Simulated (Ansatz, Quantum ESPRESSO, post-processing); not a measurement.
# 2 layers of Mo in Pb(111), on the host's sites: ballistic transmission, part 3 of 3

How well does the junction conduct in the ballistic limit? It is: 2 layers of Mo in Pb(111), on the host's sites.

Quantum ESPRESSO 7.5; plane-wave DFT, PBE, GBRV ultrasoft pseudopotentials; cross-check by Ansatz 0.2.0 with PAW datasets.

So far. Step 3 (The open system): The run is unpolarised; a magnetic state was not tried, may lie lower and would change T. Step 3 (The open system): At no point does T exceed the number of channels.

**4. The open system, with ewind = 6.0 and epsproj = 1e-07**

Level of this step: transmission by pwcond, lead and junction from one cell; plane-wave DFT, PBE, GBRV ultrasoft pseudopotentials (Quantum ESPRESSO).

How much does a setting matter? One run is repeated with a change.

Input file cond.w.in:

```
&inputcond
  outdir = './out'
  prefixt = 'scf'
  tran_file = 'cond.w.dat'
  bdl = 2.4494897422
  bds = 11.4242441452
  ikind = 1
  ewind = 6.0
  epsproj = 1e-07
  nz1 = 7
  energy0 = 0.4
  denergy = -0.4
/
19
  0.00000000 0.00000000 0.00694444
  0.00000000 0.08333333 0.04166667
  0.00000000 0.16666667 0.04166667
  0.00000000 0.25000000 0.04166667
  0.00000000 0.33333333 0.04166667
  0.00000000 0.41666667 0.04166667
  0.00000000 0.50000000 0.02083333
  0.08333333 0.16666667 0.04166667
  0.08333333 0.25000000 0.08333333
  0.08333333 0.33333333 0.08333333
  0.08333333 0.41666667 0.08333333
  0.08333333 0.50000000 0.08333333
  0.16666667 0.33333333 0.04166667
  0.16666667 0.41666667 0.08333333
  0.16666667 0.50000000 0.08333333
  0.16666667 0.58333333 0.04166667
  0.25000000 0.50000000 0.04166667
  0.25000000 0.58333333 0.08333333
  0.33333333 0.66666667 0.01388889
3
```

On the command line:

```bash
OMP_NUM_THREADS=1 mpirun -n 4 pwcond.x -in cond.w.in > cond.w.out
```

Numbers of over 12 decimals in the logs are rounded to 6 here.

Output:

```text
[banner, memory and clock lines left out]
Program PWCOND v.7.5 starts
[citation notice left out]

[...]
./out/scf.save/

[...]
negative rho (up, down):  2.127E-01 0.000E+00
     Reading collected, re-writing distributed wavefunctions

===== INPUT FILE containing all the regions =====

     GEOMETRY:

     lattice parameter (alat)  =       6.7213  a.u.
     the volume                =    3004.0951 (a.u.)^3
     the cross section         =      39.1232 (a.u.)^2
     l of the unit cell        =      11.4242 (alat)
     number of atoms/cell      =           15
     number of atomic types    =            2

     crystal axes: (cart. coord. in units of alat)
               a(1) = (  1.0000  0.0000  0.0000 )
               a(2) = (  0.5000  0.8660  0.0000 )
               a(3) = (  0.0000  0.0000 11.4242 )

   Cartesian axes

     site n.     atom                  positions (alat units)
          1        Pb     tau(  1)=(  0.0000  0.0000 11.4242  )
          2        Pb     tau(  2)=(  0.5000  0.2887  0.8165  )
          3        Pb     tau(  3)=(  1.0000  0.5774  1.6330  )
          4        Pb     tau(  4)=(  0.0000  0.0000  2.4495  )
          5        Pb     tau(  5)=(  0.5000  0.2887  3.2660  )
          6        Pb     tau(  6)=(  1.0000  0.5774  4.0825  )
          7        Mo     tau(  7)=(  0.0000  0.0000  4.6932  )
          8        Mo     tau(  8)=(  0.5000  0.2887  5.0981  )
          9        Pb     tau(  9)=(  1.0000  0.5774  5.7088  )
         10        Pb     tau( 10)=(  0.0000  0.0000  6.5253  )
         11        Pb     tau( 11)=(  0.5000  0.2887  7.3418  )
         12        Pb     tau( 12)=(  1.0000  0.5774  8.1583  )
         13        Pb     tau( 13)=(  0.0000  0.0000  8.9748  )
         14        Pb     tau( 14)=(  0.5000  0.2887  9.7913  )
         15        Pb     tau( 15)=(  1.0000  0.5774 10.6077  )

     nr1s                      =           27
     nr2s                      =           27
     nr3s                      =          320
     nr1sx                     =           27
     nr2sx                     =           27
     nr3sx                     =          320
     nr1                       =           32
     nr2                       =           32
     nr3                       =          360
     nr1x                      =           32
     nr2x                      =           32
     nr3x                      =          360

 _______________________________
  Radii of nonlocal spheres:

     type       ibeta     ang. mom.          radius (alat units)
       Pb         1         0                    0.3458
       Pb         2         0                    0.3458
       Pb         3         1                    0.3458
       Pb         4         1                    0.3458
       Pb         5         2                    0.3458
       Pb         6         2                    0.3458
       Mo         1         0                    0.3327
       Mo         2         0                    0.3327
       Mo         3         1                    0.3327
       Mo         4         1                    0.3327
       Mo         5         2                    0.3327
       Mo         6         2                    0.3327
----- General information -----

--- T calc. with identical leads (ikind=1) ---

     nrx                       =           27
     nry                       =           27
     nz1                       =            7

     energy0               =         4.0E-01
     denergy               =        -4.0E-01
     nenergy               =          3
     ecut2d                =         4.0E+01
     ewind                 =         6.0E+00
     epsproj               =         1.0E-07

     number of k_|| points=   19
                       cryst. coord.
        k(    1) = (   0.0000000   0.0000000), wk =   0.0069444
        k(    2) = (   0.0000000   0.0833333), wk =   0.0416667
[...]
k(   19) = (   0.3333333   0.6666667), wk =   0.0138889
----- Information about left/right lead -----

     nocros                   =           18
     noins                    =           36
     norb                     =           72
     norbf                    =          234
     nrz                      =           69

      iorb      type   ibeta   ang. mom.   m       position (alat)
        1        1       1        0        1   taunew(   1)=(  0.0000  0.0000  0.0000)
        2        1       2        0        1   taunew(   2)=(  0.0000  0.0000  0.0000)
[...]
72        1       6        2        5   taunew(  72)=(  0.0000  0.0000  2.4495)
    k slab    z(k)  z(k+1)     crossing(iorb=1,norb)
    1   0.0000 0.0355 0.0355   111111111111111111000000000000000000000000000000000000000000000000000000
    2   0.0355 0.0710 0.0355   111111111111111111000000000000000000000000000000000000000000000000000000
[...]
69   2.4140 2.4495 0.0355   000000000000000000000000000000000000000000000000000000111111111111111111
----- Information about scattering region -----

     noins                    =          198
     norb                     =          234
     norbf                    =          234
     nrz                      =          251

      iorb      type   ibeta   ang. mom.   m       position (alat)
        1        1       1        0        1   taunew(   1)=(  0.0000  0.0000  0.0000)
        2        1       2        0        1   taunew(   2)=(  0.0000  0.0000  0.0000)
[...]
234        1       6        2        5   taunew( 234)=(  0.0000  0.0000  8.9748)
 ngper, shell number =          121          15
 ngper, n2d =          121         121
---  E-Ef =    0.4000000  k =    0.0000000   0.0000000
---  ie =          1  ik =          1
 Nchannels of the left tip =            1
 Right moving states:
   k1(2pi/a)   k2(2pi/a)   E-Ef (eV)
   0.2248837  -0.0000107   0.4000000
 Left moving states:
   k1(2pi/a)   k2(2pi/a)   E-Ef (eV)
  -0.2248837  -0.0000107   0.4000000

 to transmit
 Band j to band i transmissions and reflections:
    j         i     |T_ij|^2    |R_ij|^2

    1 -->     1     0.26605     0.73395
   Total T_j, R_j =    0.26605  0.73395

E-Ef(ev), T(x2 spins) =    0.4000000   0.5321002
---  E-Ef =    0.0000000  k =    0.0000000   0.0000000
---  ie =          2  ik =          1
 Nchannels of the left tip =            1
 Right moving states:
   k1(2pi/a)   k2(2pi/a)   E-Ef (eV)
   0.1809125  -0.0000107   0.0000000
 Left moving states:
   k1(2pi/a)   k2(2pi/a)   E-Ef (eV)
  -0.1809125  -0.0000107   0.0000000

 to transmit
 Band j to band i transmissions and reflections:
    j         i     |T_ij|^2    |R_ij|^2

    1 -->     1     0.39625     0.60375
   Total T_j, R_j =    0.39625  0.60375

E-Ef(ev), T(x2 spins) =    0.0000000   0.7924912
---  E-Ef =   -0.4000000  k =    0.0000000   0.0000000
---  ie =          3  ik =          1
 Nchannels of the left tip =            1
 Right moving states:
   k1(2pi/a)   k2(2pi/a)   E-Ef (eV)
   0.1358934  -0.0000107  -0.4000000
 Left moving states:
   k1(2pi/a)   k2(2pi/a)   E-Ef (eV)
  -0.1358934  -0.0000107  -0.4000000

 to transmit
 Band j to band i transmissions and reflections:
    j         i     |T_ij|^2    |R_ij|^2

    1 -->     1     0.51274     0.48726
   Total T_j, R_j =    0.51274  0.48726

E-Ef(ev), T(x2 spins) =   -0.4000000   1.0254868
 ngper, shell number =          121          66
 ngper, n2d =          121         121
[... further energies and points left out ...]
---  E-Ef =    0.4000000  k =    0.3333333   0.6666667
---  ie =          1  ik =         19
 Nchannels of the left tip =            0
 Right moving states:
   k1(2pi/a)   k2(2pi/a)   E-Ef (eV)
 Left moving states:
   k1(2pi/a)   k2(2pi/a)   E-Ef (eV)

 to transmit
          E-Ef(ev), T =    0.4000000   0.0000000
---  E-Ef =    0.0000000  k =    0.3333333   0.6666667
---  ie =          2  ik =         19
 Nchannels of the left tip =            0
 Right moving states:
   k1(2pi/a)   k2(2pi/a)   E-Ef (eV)
 Left moving states:
   k1(2pi/a)   k2(2pi/a)   E-Ef (eV)

 to transmit
          E-Ef(ev), T =    0.0000000   0.0000000
---  E-Ef =   -0.4000000  k =    0.3333333   0.6666667
---  ie =          3  ik =         19
 Nchannels of the left tip =            3
 Right moving states:
   k1(2pi/a)   k2(2pi/a)   E-Ef (eV)
   0.3274963  -0.0000134  -0.4000000
   0.3305766  -0.0000135  -0.4000000
   0.3306433  -0.0000137  -0.4000000
 Left moving states:
   k1(2pi/a)   k2(2pi/a)   E-Ef (eV)
  -0.3274963  -0.0000134  -0.4000000
  -0.3305766  -0.0000135  -0.4000000
  -0.3306433  -0.0000138  -0.4000000

 to transmit
 Band j to band i transmissions and reflections:
    j         i     |T_ij|^2    |R_ij|^2

    1 -->     1     0.09000     0.91000
    1 -->     2     0.00000     0.00000
    1 -->     3     0.00000     0.00000
   Total T_j, R_j =    0.09000  0.91000

    2 -->     1     0.00000     0.00000
    2 -->     2     0.99959     0.00029
    2 -->     3     0.00004     0.00007
   Total T_j, R_j =    0.99964  0.00036

    3 -->     1     0.00000     0.00000
    3 -->     2     0.00004     0.00007
    3 -->     3     0.09277     0.90712
   Total T_j, R_j =    0.09281  0.90719

E-Ef(ev), T(x2 spins) =   -0.4000000   2.3649005
   T_tot     0.40000      0.15127E+01
   T_tot     0.00000      0.13890E+01
   T_tot    -0.40000      0.12246E+01

[...]
```

It took 3.7 min on 4 MPI ranks of Arm Neoverse V2, shared host; peak memory 0.39 GiB; 15 min of CPU time.

Beside the run it was changed from:

```tsv
quantity	this run	unchanged run	difference
transmission at the Fermi level, one spin	0.6945	0.6945	-6.0e-7
lead channels at the Fermi level, one spin	1.340	1.340	0
wall time (s)	221	217
```

Over all energies T moves by up to 3.0e-6, at -0.4 eV.

The physical values in this table stay within 0.05 %.

**5. The same in Ansatz**

A second code with its own PAW datasets, on the same atoms.

Level of this step: plane-wave DFT, PBE, Ansatz PAW (Ansatz 0.2.0).

Input file input.yaml:

```yaml
crystal:
  lattice:
    - [3.5567471094, 0.0, 0.0]
    - [1.7783735547, 3.0802333515, 0.0]
    - [0.0, 0.0, 40.6331473374]
  atoms:
    - { symbol: Pb, position: [0.0, 0.0, 0.0] }
    - { symbol: Pb, position: [0.333333333, 0.333333333, 0.0714705122] }
    - { symbol: Pb, position: [0.666666667, 0.666666667, 0.1429410245] }
    - { symbol: Pb, position: [0.0, 0.0, 0.2144115367] }
    - { symbol: Pb, position: [0.333333333, 0.333333333, 0.285882049] }
    - { symbol: Pb, position: [0.666666667, 0.666666667, 0.3573525612] }
    - { symbol: Mo, position: [0.0, 0.0, 0.4108086525] }
    - { symbol: Mo, position: [0.333333333, 0.333333333, 0.446250323] }
    - { symbol: Pb, position: [0.666666667, 0.666666667, 0.4997064143] }
    - { symbol: Pb, position: [0.0, 0.0, 0.5711769266] }
    - { symbol: Pb, position: [0.333333333, 0.333333333, 0.6426474388] }
    - { symbol: Pb, position: [0.666666667, 0.666666667, 0.714117951] }
    - { symbol: Pb, position: [0.0, 0.0, 0.7855884633] }
    - { symbol: Pb, position: [0.333333333, 0.333333333, 0.8570589755] }
    - { symbol: Pb, position: [0.666666667, 0.666666667, 0.9285294878] }
kpoints:
  mp_grid: { grid: [8, 8, 1] }
hamiltonian:
  xc: pbe
scf:
  occupations: { method: fermi_dirac, width: 0.1 }
  convergence: { dr2_threshold: 1.0e-08 }
output:
  transmission: { leads: [[0, 3]], e_range: [-0.4, 0.4], de: 0.4, kmesh: [12, 12] }
  write_potential: true
  write_density: true
  volumetric_format: npy
```

On the command line:

```bash
ansatz run input.yaml --threads 4 --pin off --max-ram 8192MiB --backend cpu --events-out ev --progress --plain --runs-dir out
```

Output:

```text
Engine: ansatz 0.2.0, aarch64-unknown-linux-gnu
Pseudopotentials: kind: paw
Pseudopotential: Pb, paw, valence charge 14, recommended cutoff 420 eV (normal), Pb.paw.azcp
Pseudopotential: Mo, paw, valence charge 14, recommended cutoff 420 eV (normal), Mo.paw.azcp
Functional definition: PBE
  parameter kappa = 0.804
  parameter beta = 0.066725
  exchange = pbe_x(kappa = kappa, mu = beta*pi^2/3)
  correlation = pbe_c(beta = beta)
Crystal: 15 atoms, lattice volume = 445.161 Å³
Basis set: ecut = 420 eV, 8601 PW (Γ)
Bands: 126, of which v1, the nominal top of the filled ones, is band 105 counted from 1 (104 counted from 0)
Symmetry: 12 space group operations
Space group: P-3m1 (ITA 164), of the structure as read, at distance tolerance 7.6e-5 Å
k-points: 10 of 64
Non-local potential: Pb, projectors of the file, l = 0: 2, l = 1: 2, l = 2: 2, l = 3: 2
Non-local potential: Mo, projectors of the file, l = 0: 3, l = 1: 2, l = 2: 2, l = 3: 1
PAW form: soft (Blöchl's): semilocal exchange-correlation on the pseudo side does not see the compensation charge
PAW one-centre angular grid: Pb, 590 points (default); XC on 64 Gauss nodes
PAW one-centre angular grid: Mo, 590 points (default); XC on 64 Gauss nodes
Initial density: superposition of atomic densities (neutral atoms: chi_scale 0, normalization atom), corrected by the library's trained network
Initial wavefunctions: pseudopotential atomic-orbital guess
Functional: x = pbe(κ = 0.804, μ = 0.219515), c = pbe(β = 0.066725)
SCF iter   1: F=—  HF=-164693.088436 eV  |F-HF|=—  |Δ(HF+E_count)|=         —  Δρ=3.37e-3  dr2=6.03e0  ethr=1.77e-3  ⟨swp⟩=7.9  Hψ=5117  notcnv=0
preconditioner: auto → Kerker (q_TF=auto, 2.407 Å⁻¹)  [metal: Δε(μ)=0.072 eV  Ē_g=14.966 eV  σ=0.100 eV  W_gap=0.18  n_scr=132 (ndim 8)  ℏωp=24.5 eV  f_vac=0.000  D(μ)=8.11/eV (n_scr^D=22)]
SCF iter   2: F=—  HF=-164693.070930 eV  |F-HF|=—  |Δ(HF+E_count)|=   1.75e-2  Δρ=2.13e-3  dr2=3.09e0  ethr=1.77e-3  ⟨swp⟩=1.0  Hψ=1450  notcnv=0  defer=1
SCF iter   3: F=—  HF=-164693.045448 eV  |F-HF|=—  |Δ(HF+E_count)|=   2.55e-2  Δρ=4.76e-4  dr2=4.05e-2  ethr=1.47e-3  ⟨swp⟩=1.0  Hψ=1226  notcnv=0  defer=2
SCF iter   4: F=—  HF=-164693.044981 eV  |F-HF|=—  |Δ(HF+E_count)|=   4.67e-4  Δρ=1.50e-4  dr2=2.96e-3  ethr=1.93e-5  ⟨swp⟩=1.0  Hψ=1226  notcnv=0  defer=2
SCF iter   5: F=—  HF=-164693.044962 eV  |F-HF|=—  |Δ(HF+E_count)|=   1.87e-5  Δρ=4.98e-5  dr2=1.90e-4  ethr=1.41e-6  ⟨swp⟩=1.0  Hψ=1226  notcnv=0  defer=2
SCF iter   6: F=—  HF=-164693.044954 eV  |F-HF|=—  |Δ(HF+E_count)|=   7.69e-6  Δρ=1.57e-5  dr2=1.62e-5  ethr=9.06e-8  ⟨swp⟩=1.3  Hψ=1236  notcnv=0  defer=2
SCF iter   7: F=—  HF=-164693.045104 eV  |F-HF|=—  |Δ(HF+E_count)|=   1.49e-4  Δρ=4.88e-6  dr2=6.59e-7  ethr=7.73e-9  ⟨swp⟩=1.6  Hψ=1295  notcnv=0  defer=4
SCF iter   8: F=—  HF=-164693.045104 eV  |F-HF|=—  |Δ(HF+E_count)|=   3.95e-8  Δρ=1.42e-6  dr2=5.92e-8  ethr=3.14e-10  ⟨swp⟩=2.0  Hψ=1445  notcnv=0  defer=4
SCF iter   9: F=-164693.045104 eV  HF=-164693.045104 eV  |F-HF|=6.43e-9  |Δ(HF+E_count)|=  8.73e-11  Δρ=4.28e-7  dr2=7.45e-9  ethr=4.76e-12  ⟨swp⟩=7.6  Hψ=4132  notcnv=0
SCF 1 converged in 9 iterations: F = -164693.045104 eV  dr2 = 7.45e-9
  greatest PAW one-centre occupation: 0.998 electrons in one spin orbital (limit 2), on the Mo atom at site 7 (counted from 0), in its partial waves of l = 0
transmission: 102 of 1007 steps passed
transmission: 204 of 1007 steps passed
[...]
transmission: 1007 of 1007 steps passed
SCF converged after 9 iterations
Free energy (F): -164693.045104 eV
Harris-Foulkes:  -164693.045104 eV  (|F-HF|=6.43e-9)
Internal energy: -164692.772462 eV  (E = F + TS)
E sigma→0 (E₀):  -164692.908783 eV
Entropy (-TS):   -0.272641 eV (-18.176 meV/atom)
Fermi energy:    11.010987 eV
--- Per-component energies (eV) ---
  E_band       = -846.131484
  E_kinetic    = 4633.260204
  E_local      = -24572.686248  (includes V_loc(G=0)·N_el)
  E_nonlocal   = 4834.696633
  E_hartree    = 10538.634895
  E_xc         = -3231.930303
  E_vxc        = -2173.717329  (∫ρ·V_xc dr)
  E_paw        = -141678.360220  (= ΣΔE_a)
  E_vpaw       = -4644.953667  (= ΣTr[D̂ρ^β])
  E_aug_tail   = 0.000712  (compensation charges beyond the density's cutoff)
  E_ewald      = -15216.388135
  E_smearing   = -0.272641  (= −TS)
  E_closure    = -0.000000  (closes the sum)
  Σ components = -164693.045104   (vs F -164693.045104, Δ=0.00e0)
--- Band table (eV; the first three rows and the last of 10) ---
  k-point 0: bands = [... 101 lower, 13.0729, 13.3612, 13.4229, 13.4229, 13.8553, 15.3382, 15.5833, 16.3078, ... 17 higher]
  k-point 1: bands = [... 101 lower, 12.8224, 13.1367, 13.2898, 13.4604, 13.9589, 13.9995, 14.1053, 14.2365, ... 17 higher]
  k-point 2: bands = [... 101 lower, 11.1444, 11.3270, 11.3463, 11.8434, 11.9182, 12.1593, 12.5292, 12.6065, ... 17 higher]
  k-point 9: bands = [... 101 lower, 9.1960, 9.4909, 9.8879, 9.9571, 10.0306, 10.1144, 10.2480, 10.3660, ... 17 higher]
--- Transmission ---
  basis      : 91 plane waves across, 53 finite elements along
  points     : 19, standing for a mesh of 12 x 12
  energies   : 3 from -0.400000 to 0.400000 eV about the Fermi level, 0.400000 eV apart; the leads are filled to 0.000000 eV, and channels, transmission and decay are at 0.000000 eV
  crystal 0  : Pb3, at the sites [0, 3], period 8.7122 Å, over 37.75 Å; its Hamiltonian steps by up to 64.7 meV: too much for a lead, lay more layers or, if its atoms are ordered, name the step of that order
    offset         : up to 0.0000 Å between an atom of the period and one for which it stands
    channels       : 1.340278e0 a spin
    conductance    : none, the energies end too early or step too widely for 300 K: set another output.transmission.e_range or a lower de, or, where they end at an eighth of basis.ecutwfc, a higher one
    slowest decay  : 0.0374 /Å at (-0.3333, 0.3333)
  junction   : crystal 0 to crystal 0, -1.45 to 30.47 Å
    transmission   : 6.919826e-1 a spin
    conductance    : none, the energies end too early or step too widely for 300 K: set another output.transmission.e_range or a lower de, or, where they end at an eighth of basis.ecutwfc, a higher one
```

The job ended after 27 s (4 threads; peak memory 1.5 GiB).

Numbers from this step:

| Quantity | Value |
| --- | --- |
| free energy | -164693.0451 eV |
| energy at zero smearing | -164692.9088 eV |
| smearing term TS | 0.2726 eV |
| Fermi energy | 11.01 eV |
| symmetry operations | 12 |
| transmission at the Fermi level, one spin | 0.6920 |
| step of the lead's Hamiltonian over a period | 64.7 meV |

Per spin; mean over the k mesh across the current. The transmission, zone mean by energy, zero at the Fermi level:

```tsv
energy (eV)	transmission, zone mean
-0.400	0.605
0.000	0.692
0.400	0.756
```

Per spin; mean over the k mesh across the current. Table of open channels, zone mean by energy, zero at the Fermi level:

```tsv
energy (eV)	open channels, zone mean
-0.400	1.26
0.000	1.34
0.400	1.26
```

Ansatz finds T = 0.692 against pwcond's 0.694.

**6. All levels side by side**

All levels:

```tsv
step	T at the Fermi level (per spin)	conductance (G0)	r.m.s. T(E) from the first	CPU time of the step (s)	peak memory (GiB)
Ansatz	0.692	-	0	100.1	1.52
pwcond	0.6945	0.6945	0.004625	869.5	0.39
pwcond, changed setting	0.6945	0.6945	0.004623	884.6	0.39
```

Per spin; mean over the k mesh across the current. Table of transmission, zone mean by energy, zero at the Fermi level:

```tsv
energy (eV)	Ansatz	pwcond	pwcond, changed setting
-0.400	0.605	0.612	0.612
0.000	0.692	0.694	0.694
0.400	0.756	0.756	0.756
```

**7. Worked from the printed numbers**

The Landauer sum over the mesh, Σ w T = 0.0833 × 1.34 + 0.0833 × 0.989 + 0.0833 × 0.989 + … = 0.6945.

G = 0.694 × 77.48 µS = 53.8 µS a cell. Times the area of 10.956 Å², the resistance-area product is A/G = 2.04 fΩ m², the leads' contact resistance included.

Free electrons at 4 an atom (3 atoms in 95.4 Å³) have k_F = 1.550 1/Å and offer A k_F²/4π = 2.09 channels per spin; the lead has 1.34 on this mesh.

**8. Outcome**

| Quantity | Value |
| --- | --- |
| conductance from T at the Fermi level, a cell (G₀ = 2e²/h) | 0.694 G₀ |
| conductance per area | 491 S/μm² |
| lead channels per spin | 1.34 |
| the same conductance by Ansatz | 0.692 G₀ |

In words: The junction conducts 0.694 G₀ a cell at the Fermi level (PBE, GBRV ultrasoft). At the Fermi level the junction passes 52 % of what the leads offer. At the Fermi level pwcond and Ansatz differ by 0.36 %, a close match. Ansatz finds a step of 65 meV across the lead's period inside the junction cell: the lead is too short to be bulk-like, which bears on both codes. The mean rests on 19 distinct points, the heaviest weighing 0.08, and the mesh was not tested, so even the second digit is unsure. Over -0.4 to 0.4 eV, T lies between 0.61 and 0.76 per spin. The geometry is as built, not relaxed, and the leads are short. Spin-orbit coupling is left out; depending on the atoms that carry the levels of interest, it can split and shift them by tenths of an eV to an eV or more.

[Logs are printed without paths, hosts, clocks, repeated set-up lines and the standing remarks that a program may print on its own settings, such as how far it seeks lower states.]

[Hosts, paths, dates, database ids (printed as entryN), source tags and the programs' standing remarks are cut or masked in the printed files.]

[Maps of the electrostatic potential energy from Ansatz leave out the sawtooth potential of an applied field or a dipole correction, so their vacuum need not be flat; planar profiles and work functions include it.]
